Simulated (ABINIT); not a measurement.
Runs of ABINIT 10.8.3 (patched build) on NaF (Villiaumite). It takes space group Fm-3m (No. 225, cubic). Conventional cell: a = 4.640 Å, b = 4.640 Å, c = 4.640 Å, α = 90.00°, β = 90.00°, γ = 90.00°. Na (site symmetry m-3m) is surrounded by 6 F at 2.32 Å. Around F (site symmetry m-3m) lie 6 Na at 2.32 Å. 

```csv
task,level,potentials or basis,k mesh,cutoff (eV),smearing,most SCF steps,fine-grid cutoff,gap on the mesh (eV),pressure (GPa),V0 of scaled cells (Å³/atom),B0 (GPa)
single point,PBE0,SG15 NC PBE v1.2,6 × 6 × 6,952,fixed,60,-,9.20,-0.6,-,-
single point,HSE06,SG15 NC PBE v1.2,6 × 6 × 6,952,fixed,60,-,(b),-0.7,-,-
band structure,TB-mBJ,JTH PAW LDA v2.0,10 × 10 × 10,1306,fermi-dirac 0.05 eV,-,1959.22 eV,11.09,-,-,-
equation of state,PBE,JTH PAW PBE v2.0,10 × 10 × 10,1088,fermi-dirac 0.05 eV,-,1687.11 eV,-,-,13.16,44
single point,PBE,JTH PAW PBE v2.0,10 × 10 × 10,1088,fermi-dirac 0.05 eV,-,1687.11 eV,6.27,2.5,-,-
equation of state,r2SCAN,JTH PAW PBE v2.0,10 × 10 × 10,1306,fermi-dirac 0.05 eV,-,1959.22 eV,-,-,12.27,53
single point,r2SCAN,"Ansatz PAW PBE default generated set, frozen core",10 × 10 × 10,517,fermi-dirac 0.05 eV,-,1034.03 eV,7.11,-,-,-
single point,PBEsol,SG15 NC PBE v1.2,6 × 6 × 6,952,fixed,-,-,6.14,-0.7,-,-
single point,PBE,SG15 NC PBE v1.2,6 × 6 × 6,952,fixed,-,-,(a),1.1,-,-
single point,r2SCAN,Ansatz NC r2SCAN,10 × 10 × 10,1497,fermi-dirac 0.05 eV,-,-,7.14,-,-,-
band structure,PBEsol,PseudoDojo NC SR PBEsol v0.4.1 standard,10 × 10 × 10,1197,fermi-dirac 0.05 eV,-,-,6.18,-0.4,-,-
band structure,r2SCAN,JTH PAW PBE v2.0,10 × 10 × 10,1306,fermi-dirac 0.05 eV,-,1959.22 eV,7.10,-,-,-
```

Alike in all rows: no spin polarisation; cell as given.

Fill in the values left out.

(a) 6.33; (b) 8.41.

Caveats: the PAW data sets were made with another functional, which shifts forces and pressure a little (some runs); the potentials were made for another functional, which shifts forces and pressure (some runs); pressures at fixed basis lie under the slope of the energies (some runs); Libxc's HSE differs a little from that of other programs (some runs); the constant c of TB-mBJ comes from the pseudo density here, which moves gaps by up to 0.3 eV between sets of potentials (some runs).

A k mesh can miss the band edges.

Not every run made on this cell is shown here.
